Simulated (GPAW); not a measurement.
A calculation with GPAW 26.7.0 of ZrN (ASE script, Cartesian positions):

Contents of run.py:

```python
from ase.dft.bandgap import bandgap
from ase.io import read, write
from ase.units import GPa
from gpaw import GPAW, PW

atoms = read('ZrN.xyz')

calc = GPAW(mode=PW(650),
            xc='PBE',
            kpts={'size': (8, 8, 8), 'gamma': True},
            occupations={'name': 'fermi-dirac', 'width': 0.05},
            nbands=19,
            maxiter=120,
            txt='gpaw.txt')
atoms.calc = calc
energy = atoms.get_potential_energy()
forces = atoms.get_forces()
stress = atoms.get_stress()
calc.write('gs.gpw')
write('result.traj', atoms)
print(f'Energy: {energy:.6f} eV')
print('Forces (eV/A):')
print(forces.round(4))
print('Stress (GPa):', (stress / GPa).round(3))
print('Fermi level:', round(calc.get_fermi_level(), 4), 'eV')
print(f'Gap: {bandgap(calc)[0]:.4f} eV, direct: {bandgap(calc, direct=True)[0]:.4f} eV')
```

Contents of ZrN.xyz:

```xyz
2
Lattice="0.0000000000 2.3000000000 2.3000000000 2.3000000000 0.0000000000 2.3000000000 2.3000000000 2.3000000000 0.0000000000" Properties=species:S:1:pos:R:3 pbc="T T T"
Zr     2.3000000000      2.3000000000      2.3000000000
N      0.0000000000      0.0000000000      0.0000000000
```

Potentials or basis: GPAW PAW data sets (gpaw-data 1.2.1), pw.

Launch:

```sh
$ OMP_NUM_THREADS=1 python run.py
```

Write the same calculation in another form: ASE script, structure from a POSCAR.

As run:

The input run.py:

```python
from ase.dft.bandgap import bandgap
from ase.io import read, write
from ase.units import GPa
from gpaw import GPAW, PW

atoms = read('POSCAR')

calc = GPAW(mode=PW(650),
            xc='PBE',
            kpts={'size': (8, 8, 8), 'gamma': True},
            occupations={'name': 'fermi-dirac', 'width': 0.05},
            nbands=19,
            maxiter=120,
            txt='gpaw.txt')
atoms.calc = calc
energy = atoms.get_potential_energy()
forces = atoms.get_forces()
stress = atoms.get_stress()
calc.write('gs.gpw')
write('result.traj', atoms)
print(f'Energy: {energy:.6f} eV')
print('Forces (eV/A):')
print(forces.round(4))
print('Stress (GPa):', (stress / GPa).round(3))
print('Fermi level:', round(calc.get_fermi_level(), 4), 'eV')
print(f'Gap: {bandgap(calc)[0]:.4f} eV, direct: {bandgap(calc, direct=True)[0]:.4f} eV')
```

The input POSCAR:

```
ZrN
1.0
    0.0000000000      2.3000000000      2.3000000000
    2.3000000000      0.0000000000      2.3000000000
    2.3000000000      2.3000000000      0.0000000000
Zr N
1 1
Direct
    0.5000000000      0.5000000000      0.5000000000
    0.0000000000      0.0000000000      0.0000000000
```

Potentials or basis: GPAW PAW data sets (gpaw-data 1.2.1), pw.

Run with:

```bash
$ OMP_NUM_THREADS=1 python run.py
```

Both were run:

|  | ASE script, Cartesian positions | ASE script, structure from a POSCAR |
| --- | --- | --- |
| Pressure | -5.5 GPa | -5.5 GPa |
| Band gap on the k mesh | none (metal or under the smearing width) | none (metal or under the smearing width) |

Keys that steer only the numerical path or the files written may differ.

Caveat: the cutoff is short for stress and forces, so pressures can be off by a GPa or more.
